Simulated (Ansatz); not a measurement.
The system is Ag, a slab with vacuum.

```
Ag
1.0
     2.93000    0.00000    0.00000
    -1.46500    2.53745    0.00000
     0.00000    0.00000   29.37000
Ag
7
Direct
  0.66667 0.33333 0.25536
  0.33333 0.66667 0.33691
  0.66667 0.33333 0.41845
  0.33333 0.66667 0.50000
  0.66667 0.33333 0.58155
  0.33333 0.66667 0.66309
  0.66667 0.33333 0.74464
```

The slab is cut from a database's or a generator's crystal, which needn't be the stable form of the element.

The cell isn't the ideal one: the (0 0 1) slab of Ag, cut from the database cell, not relaxed.

Program: Ansatz 0.2.0. Alike in all runs: potentials or basis Ansatz PAW; cell the (0 0 1) slab of Ag, cut from the database cell, not relaxed; k mesh 10 × 10 × 1; cutoff (eV) 420; smearing fermi-dirac 0.05 eV. Hardware: 4 threads of Arm Neoverse V2, on a shared host.

Order these runs on this cell by their wall time, lowest first.
A. task band structure; level PBEsol; spin SOC, no magnetisation; path [["G", "M", "K", "G"]]; points for each segment of the path 10
B. task single point; level PBE; spin off
C. task band structure; level PBEsol; spin off; path [["G", "M", "K", "G"]]; points for each segment of the path 10

B (4.8 s), C (25 s), A (120 s).

Not every run made on this cell is shown here.
